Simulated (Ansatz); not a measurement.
Geometry optimisation in Ansatz: input, command and trajectory.

```yaml
crystal:
  lattice:
    - [5.9089399798, 0.0, 0.0]
    - [0.0, 6.0888596267, 0.0]
    - [0.0, 0.0, 3.9771711403]
  atoms:
    - { symbol: Pt, position: [0.5, 0.5, 0.5] }
    - { symbol: Pt, position: [0.0, 0.0, 0.0] }
    - { symbol: Se, position: [0.225, 0.825, 0.5] }
    - { symbol: Se, position: [0.725, 0.675, 0.0] }
    - { symbol: Se, position: [0.775, 0.175, 0.5] }
    - { symbol: Se, position: [0.275, 0.325, 0.0] }
basis:
  ecutwfc: 420
kpoints:
  mp_grid: { grid: [4, 4, 4] }
hamiltonian:
  xc: pbe
scf:
  occupations: { method: gaussian, width: 0.1 }
  lower_state_search: "off"
output:
  forces: true
  stress: true
  eigenvalues: true
relax:
  adjacent_minimum: "off"
  f_tol: 0.04
  max_steps: 70
  cell: { stress_tol: 0.4 }
```

```bash
ansatz run input.yaml --threads 1 --pin off --max-ram 2560MiB --backend cpu --events-out ev --progress --plain --runs-dir out
```

Level of theory: DFT PBE, scalar-relativistic, plane waves, PAW in Ansatz.

Of 7 frames 7 are shown, positions in Å and forces in eV/Å; the SCF threshold varies from step to step. Steps run on the plane waves of an earlier cell, with a Pulay correction in the pressure. The basis is chosen afresh for the last frame, the zero of the energies, and at times for earlier ones too; energy and pressure step there, also at an unchanged geometry. The mark taken_back stands on steps that the optimiser undid.

```xyz
6
Lattice="5.9089 0.0000 0.0000 0.0000 6.0889 0.0000 0.0000 0.0000 3.9772" Properties=species:S:1:pos:R:3:forces:R:3 pbc="T T T" step=1 free_energy_over_end_meV_per_atom=166.43 pressure_GPa=-5.77
Pt    2.9545    3.0444    1.9886    0.0000    0.0000    0.0000
Pt    0.0000    0.0000    0.0000    0.0000    0.0000    0.0000
Se    1.3295    5.0233    1.9886   -0.1536    0.6951    0.0000
Se    4.2840    4.1100    0.0000   -0.1536   -0.6951    0.0000
Se    4.5794    1.0655    1.9886    0.1536   -0.6951    0.0000
Se    1.6250    1.9789    0.0000    0.1536    0.6951    0.0000
6
Lattice="5.6211 0.0000 0.0000 0.0000 5.8736 0.0000 0.0000 0.0000 3.9334" Properties=species:S:1:pos:R:3:forces:R:3 pbc="T T T" step=2 free_energy_over_end_meV_per_atom=67.47 pressure_GPa=1.61
Pt    2.8106    2.9368    1.9667    0.0000    0.0000    0.0000
Pt    0.0000    0.0000    0.0000    0.0000    0.0000    0.0000
Se    1.3090    4.9968    1.9667    0.5183    0.3091    0.0000
Se    4.1196    3.8137    0.0000    0.5183   -0.3091    0.0000
Se    4.3121    0.8768    1.9667   -0.5183   -0.3091    0.0000
Se    1.5016    2.0600    0.0000   -0.5183    0.3091    0.0000
6
Lattice="5.5178 0.0000 0.0000 0.0000 5.8972 0.0000 0.0000 0.0000 3.9227" Properties=species:S:1:pos:R:3:forces:R:3 pbc="T T T" step=3 free_energy_over_end_meV_per_atom=10.72 pressure_GPa=1.18
Pt    2.7589    2.9486    1.9614    0.0000    0.0000    0.0000
Pt    0.0000    0.0000    0.0000    0.0000    0.0000    0.0000
Se    1.4162    5.1448    1.9614    0.3381    0.0946    0.0000
Se    4.1751    3.7011    0.0000    0.3381   -0.0946    0.0000
Se    4.1016    0.7525    1.9614   -0.3381   -0.0946    0.0000
Se    1.3427    2.1962    0.0000   -0.3381    0.0946    0.0000
6
Lattice="5.5715 0.0000 0.0000 0.0000 5.9179 0.0000 0.0000 0.0000 3.8434" Properties=species:S:1:pos:R:3:forces:R:3 pbc="T T T" step=4 free_energy_over_end_meV_per_atom=12.77 pressure_GPa=0.23 taken_back
Pt    2.7858    2.9590    1.9217    0.0000    0.0000    0.0000
Pt    0.0000    0.0000    0.0000    0.0000    0.0000    0.0000
Se    1.5801    5.2722    1.9217   -0.3039   -0.3014    0.0000
Se    4.3659    3.6047    0.0000   -0.3039    0.3014    0.0000
Se    3.9914    0.6458    1.9217    0.3039    0.3014    0.0000
Se    1.2056    2.3132    0.0000    0.3039   -0.3014    0.0000
6
Lattice="5.5603 0.0000 0.0000 0.0000 5.9328 0.0000 0.0000 0.0000 3.8966" Properties=species:S:1:pos:R:3:forces:R:3 pbc="T T T" step=5 free_energy_over_end_meV_per_atom=0.15 pressure_GPa=-0.45
Pt    2.7801    2.9664    1.9483    0.0000    0.0000    0.0000
Pt    0.0000    0.0000    0.0000    0.0000    0.0000    0.0000
Se    1.4936    5.2106    1.9483    0.0386    0.0432    0.0000
Se    4.2738    3.6885    0.0000    0.0386   -0.0432    0.0000
Se    4.0666    0.7222    1.9483   -0.0386   -0.0432    0.0000
Se    1.2865    2.2442    0.0000   -0.0386    0.0432    0.0000
6
Lattice="5.5097 0.0000 0.0000 0.0000 5.9552 0.0000 0.0000 0.0000 3.8892" Properties=species:S:1:pos:R:3:forces:R:3 pbc="T T T" step=6 free_energy_over_end_meV_per_atom=-0.46 pressure_GPa=0.15
Pt    2.7549    2.9776    1.9446    0.0000    0.0000    0.0000
Pt    0.0000    0.0000    0.0000    0.0000    0.0000    0.0000
Se    1.5000    5.2394    1.9446   -0.0038   -0.0112    0.0000
Se    4.2549    3.6935    0.0000   -0.0038    0.0112    0.0000
Se    4.0098    0.7158    1.9446    0.0038    0.0112    0.0000
Se    1.2549    2.2618    0.0000    0.0038   -0.0112    0.0000
6
Lattice="5.5097 0.0000 0.0000 0.0000 5.9552 0.0000 0.0000 0.0000 3.8892" Properties=species:S:1:pos:R:3:forces:R:3 pbc="T T T" step=7 free_energy_over_end_meV_per_atom=0.00 pressure_GPa=0.16
Pt    2.7549    2.9776    1.9446    0.0000    0.0000    0.0000
Pt    0.0000    0.0000    0.0000    0.0000    0.0000    0.0000
Se    1.5000    5.2394    1.9446   -0.0037   -0.0112    0.0000
Se    4.2549    3.6935    0.0000   -0.0037    0.0112    0.0000
Se    4.0098    0.7158    1.9446    0.0037    0.0112    0.0000
Se    1.2549    2.2618    0.0000    0.0037   -0.0112    0.0000
```

The start puts this composition into another compound's structure type, which needn't suit it. At the end the space group is Pnnm (tolerance 0.05 Å).

The k mesh is coarse. Spin–orbit coupling is left out, which can shift energies with elements as heavy as these.